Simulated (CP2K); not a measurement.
# Si2Mo (I4/mmm) in CP2K: reference runs

Reference runs on Si2Mo: the cell as given.

All numbers are computed with CP2K 2026.2; they aren't measurements. Logs are shortened: lines on timing, memory, paths and dates and some standing lists are left out, and cuts for length are marked.

## 1. Starting point

It takes space group I4/mmm (No. 139, tetragonal). Conventional cell: a = 3.200 Å, b = 3.200 Å, c = 7.861 Å, α = 90.00°, β = 90.00°, γ = 90.00°. Around Mo (site symmetry 4/mmm) lie 10 Si at 2.62 Å. Si (site symmetry 4mm) has 5 Si at 2.61 to 2.63 Å and 5 Mo at 2.62 Å as nearest neighbours.

## 2. Single point, PBEsol

si2mo_scf.inp

```
&GLOBAL
  PROJECT si2mo_scf
  RUN_TYPE ENERGY_FORCE
  PRINT_LEVEL LOW
&END GLOBAL
&FORCE_EVAL
  METHOD QS
  STRESS_TENSOR ANALYTICAL
  &DFT
    BASIS_SET_FILE_NAME BASIS_MOLOPT_UZH
    POTENTIAL_FILE_NAME POTENTIAL_UZH
    &MGRID
      CUTOFF 450
      REL_CUTOFF 60
      NGRIDS 4
    &END MGRID
    &QS
      METHOD GPW
      EPS_DEFAULT 1.0E-10
    &END QS
    &KPOINTS
      SCHEME MONKHORST-PACK 12 12 12
      GAMMA_CENTERED T
      SYMMETRY T
      SYMMETRY_BACKEND SPGLIB
    &END KPOINTS
    &SCF
      SCF_GUESS ATOMIC
      EPS_SCF 1.0E-6
      MAX_SCF 100
      ADDED_MOS 15
      CHOLESKY OFF
      EPS_EIGVAL 1.0E-7
      &DIAGONALIZATION ON
        ALGORITHM STANDARD
      &END DIAGONALIZATION
      &MIXING ON
        METHOD BROYDEN_MIXING
        ALPHA 0.4
        BETA 1.5
        NBUFFER 8
      &END MIXING
      &SMEAR ON
        METHOD FERMI_DIRAC
        ELECTRONIC_TEMPERATURE [K] 580.226
      &END SMEAR
    &END SCF
    &XC
      &XC_FUNCTIONAL
        &GGA_X_PBE_SOL
        &END GGA_X_PBE_SOL
        &GGA_C_PBE_SOL
        &END GGA_C_PBE_SOL
      &END XC_FUNCTIONAL
    &END XC
    &PRINT
      &KPOINTS ON
      &END KPOINTS
      &MULLIKEN ON
      &END MULLIKEN
      &MO ON
        ENERGIES T
        OCCUPATION_NUMBERS T
        &EACH
          QS_SCF 0
        &END EACH
        ADD_LAST NUMERIC
      &END MO
      &LOWDIN ON
      &END LOWDIN
      &HIRSHFELD ON
        SHAPE_FUNCTION DENSITY
      &END HIRSHFELD
    &END PRINT
  &END DFT
  &SUBSYS
    &CELL
      A 4.5352872291 0.0000000000 0.0000000000
      B 2.2774368476 3.9220035256 0.0000000000
      C -3.4063620383 -1.9610017628 2.2627416998
      PERIODIC XYZ
    &END CELL
    &COORD
      SCALED
      Mo  0.0000000000 0.0000000000 0.0000000000
      Si  0.6670000000 0.6670000000 0.0000000000
      Si  0.3330000000 0.3330000000 0.0000000000
    &END COORD
    &KIND Mo
      BASIS_SET TZVP-MOLOPT-PBE-GTH-q14
      POTENTIAL GTH-PBE-q14
    &END KIND
    &KIND Si
      BASIS_SET TZVP-MOLOPT-PBE-GTH-q4
      POTENTIAL GTH-PBE-q4
    &END KIND
    &PRINT
      &ATOMIC_COORDINATES ON
      &END ATOMIC_COORDINATES
      &CELL ON
      &END CELL
    &END PRINT
  &END SUBSYS
  &PRINT
    &FORCES ON
    &END FORCES
    &STRESS_TENSOR ON
    &END STRESS_TENSOR
  &END PRINT
&END FORCE_EVAL
```

Potentials or basis: POTENTIAL_UZH Mo GTH-PBE-q14, Si GTH-PBE-q4; TZVP-MOLOPT-PBE-GTH basis.

On the command line:

```console
> OMP_NUM_THREADS=1 cp2k.psmp -i si2mo_scf.inp -o si2mo_scf.out
```

si2mo_scf.out:

```text

 CP2K| version string:                                       CP2K version 2026.2
 CP2K| Input file name                                             si2mo_scf.inp

 GLOBAL| Force Environment number                                              1
 GLOBAL| Basis set file name                                    BASIS_MOLOPT_UZH
 GLOBAL| Potential file name                                       POTENTIAL_UZH
 GLOBAL| MM Potential file name                                     MM_POTENTIAL
 GLOBAL| Coordinate file name                                      __STD_INPUT__
 GLOBAL| Method name                                                        CP2K
 GLOBAL| Project name                                                  si2mo_scf
 GLOBAL| Run type                                                   ENERGY_FORCE
 GLOBAL| FFT library                                                       FFTW3
 GLOBAL| Diagonalization library                                       ScaLAPACK
 GLOBAL| Cholesky decomposition library                                ScaLAPACK
 GLOBAL| DGEMM library                                                      BLAS
 GLOBAL| Direct generalized diagonalization requested                          F
 GLOBAL| Matrix multiplication library                                 ScaLAPACK
 GLOBAL| Global print level                                                  LOW
 GLOBAL| Total number of message passing processes                             1
 GLOBAL| Number of threads for this process                                    1
 GLOBAL| CPU model name                                 Intel(R) Xeon(R) 6975P-C

 CELL| Volume [angstrom^3]:                                            40.248320
 CELL| Vector a [angstrom]:       4.535     0.000     0.000   |a| =     4.535287
 CELL| Vector b [angstrom]:       2.277     3.922     0.000   |b| =     4.535287
 CELL| Vector c [angstrom]:      -3.406    -1.961     2.263   |c| =     4.535287
 CELL| Angle (b,c), alpha [degree]:                                   138.683989
 CELL| Angle (a,c), beta  [degree]:                                   138.683989
 CELL| Angle (a,b), gamma [degree]:                                    59.857036
 CELL| Numerically orthorhombic:                                              NO
 CELL| Periodicity                                                           XYZ

 CELL_REF| Volume [angstrom^3]:                                        40.248320
 CELL_REF| Vector a [angstrom     4.535     0.000     0.000   |a| =     4.535287
 CELL_REF| Vector b [angstrom     2.277     3.922     0.000   |b| =     4.535287
 CELL_REF| Vector c [angstrom    -3.406    -1.961     2.263   |c| =     4.535287
 CELL_REF| Angle (b,c), alpha [degree]:                               138.683989
 CELL_REF| Angle (a,c), beta  [degree]:                               138.683989
 CELL_REF| Angle (a,b), gamma [degree]:                                59.857036
 CELL_REF| Numerically orthorhombic:                                          NO
 CELL_REF| Periodicity                                                       XYZ
[... 9 lines left out ...]
 TOTAL NUMBERS AND MAXIMUM NUMBERS

  Total number of            - Atomic kinds:                                   2
                             - Atoms:                                          3
                             - Shell sets:                                     3
[... 246 lines left out ...]
 MO|      6               0.208357               5.669686               2.000000
[... 210 lines left out ...]
 MO|     25               1.173499              31.932518               0.000000
 MO|     26               1.242472              33.809376               0.000000
 MO| Sum:                                                              22.000005
 MO| E(Fermi):            0.499650 a.u.         13.596174 eV
 MO| Band gap:            0.105042 a.u.          2.858333 eV

 MO| EIGENVALUES AND OCCUPATION NUMBERS FOR K POINT 11
 MO|
 MO|  Index      Eigenvalue [a.u.]        Eigenvalue [eV]             Occupation
 MO|      1              -1.724098             -46.915102               2.000000
 MO|      2              -0.784828             -21.356259               2.000000
 MO|      3              -0.784108             -21.336660               2.000000
 MO|      4              -0.778885             -21.194540               2.000000
 MO|      5               0.164486               4.475885               2.000000
 MO|      6               0.233083               6.342513               2.000000
[... 114 lines left out ...]
 MO|     25               1.164974              31.700552               0.000000
 MO|     26               1.243018              33.824237               0.000000
 MO| Sum:                                                              22.000000
 MO| E(Fermi):            0.499650 a.u.         13.596174 eV

 [... the levels of further k-points ...]

 !-----------------------------------------------------------------------------!
                     Mulliken Population Analysis

 #  Atom  Element  Kind  Atomic population                           Net charge
       1     Mo       1         14.184322                             -0.184322
       2     Si       2          3.907840                              0.092160
       3     Si       2          3.907837                              0.092163
 # Total charge                             22.000000                 -0.000000

 !-----------------------------------------------------------------------------!

 !-----------------------------------------------------------------------------!
                           Hirshfeld Charges

  #Atom  Element  Kind  Ref Charge     Population                    Net charge
      1       Mo     1      14.000         13.884                         0.116
      2       Si     2       4.000          4.058                        -0.058
      3       Si     2       4.000          4.058                        -0.058

  Total Charge                                                            0.000
 !-----------------------------------------------------------------------------!

 LOWDIN POPULATION ANALYSIS

 #  Atom  Element  Kind  Atomic population                           Net charge
       1     Mo       1         15.507271                             -1.507271
       2     Si       2          3.246364                              0.753636
       3     Si       2          3.246364                              0.753636
 # Total charge                             22.000000                 -0.000000

 ENERGY| Total FORCE_EVAL ( QS ) energy [hartree]            -75.663716428620475

 FORCES| Atomic forces [hartree/bohr]
 FORCES|   Atom     x               y               z               |f|
 FORCES|      1  8.15635853E-09  1.28729688E-09  7.06078121E-10   8.28745220E-09
 FORCES|      2 -5.61231549E-03 -3.23112810E-03 -2.10202677E-09   6.47597668E-03
 FORCES|      3  5.61230776E-03  3.23112706E-03  1.42650634E-09   6.47596946E-03
 FORCES| Sum     4.26450318E-10  2.52471298E-10  3.05576883E-11
 FORCES| Total atomic force                                       4.96523315E-10

 STRESS| Analytical stress tensor [bar]
 STRESS|                        x                   y                   z
 STRESS|      x       -3.88464553690E+03  -2.43316687759E+03   2.33643553505E-02
 STRESS|      y       -2.43316687759E+03  -1.06086216988E+03   8.69077573955E-03
 STRESS|      z        2.33643553505E-02   8.69077573955E-03   3.44644554935E+02
 STRESS| 1/3 Trace                                            -1.53362105061E+03
 STRESS| Determinant                                          -6.20093982014E+08

 STRESS| Eigenvectors and eigenvalues of the analytical stress tensor [bar]
 STRESS|                        1                   2                   3
 STRESS| Eigenvalues  -5.28589074675E+03   3.40383035866E+02   3.44644559043E+02
 STRESS|      x           0.866571485196     -0.499052726253      0.000487302512
 STRESS|      y           0.499052964149      0.866571080584     -0.000837418658
 STRESS|      z          -0.000004366200      0.000968872893      0.999999530633
```

Run time: 3.2 min. Hardware: 1 thread of Intel Xeon 6975P-C (Granite Rapids), shared host; peak memory 0.54 GiB.

Results:

| Quantity | Value |
| --- | --- |
| Free energy | -2058.9144 eV |
| Pressure | -0.2 GPa |
| Largest force | 0.333 eV/Å |
| Band gap on the k mesh | none (metal or under the smearing width) |
| Mulliken charges | Mo -0.18; Si +0.09 e |
| Hirshfeld charges | Mo +0.12; Si -0.06 e |

Forces on the atoms (eV/Å):
```
Mo   0.000  0.000  0.000
Si  -0.289 -0.166  0.000
Si   0.289  0.166  0.000
```

Levels at points of the mesh, in eV from the Fermi level:
```
           k point  band 8  band 9  band 10  band 11  band 12  band 13  band 14  band 15
(0.00, 0.00, 0.00)   -3.10   -2.69    -2.69     0.41     3.06     3.67     3.67     3.99
(0.00, 0.00, 0.50)   -5.30   -4.58    -3.13    -1.12     2.34     2.72     3.00     3.29
(0.00, 0.50, 0.00)   -4.50   -2.68    -2.55    -0.56     2.28     3.04     4.05     4.30
(0.50, 0.50, 0.50)   -2.38   -0.61    -0.61    -0.51    -0.51     0.56     4.60     5.09
```

Caveat: Mulliken charges move with the basis; the potentials were made for another functional, which shifts forces and pressure; the basis of atomic orbitals isn't converged, which shifts pressures, moduli and gaps.
